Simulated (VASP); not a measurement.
Crystal: MnF2.

```
CELL_PARAMETERS angstrom
4.87380 0.00000 0.00000
0.00000 4.87380 0.00000
0.00000 0.00000 3.31070
ATOMIC_POSITIONS crystal
Mn 0.50000 0.50000 0.50000
Mn 0.00000 0.00000 0.00000
F 0.80530 0.19470 0.50000
F 0.69470 0.69470 0.00000
F 0.19470 0.80530 0.50000
F 0.30530 0.30530 0.00000
```

Program: VASP 6.6.1. Alike in all runs: spin collinear, ferromagnetic start; cell as given; k mesh 6 × 6 × 8; cutoff (eV) 520.

Question: Order these runs on this cell by their band gap on the k mesh, lowest first.
A. level LDA; potentials or basis VASP PAW LDA potentials, release 64 (Mn_pv, F); smearing fermi-dirac 0.05 eV
B. level PBE; potentials or basis VASP PAW PBE potentials, release 64 (Mn_pv, F); smearing gaussian 0.011 eV
C. level RPBE; potentials or basis VASP PAW PBE potentials, release 64 (Mn_pv, F); smearing fermi-dirac 0.05 eV

Answer: A (0.79 eV), B (1.12 eV), C (1.35 eV).

Caveats: only a ferromagnetic start was run, and an antiferromagnetic order may lie lower in energy.

A k mesh can miss the band edges.
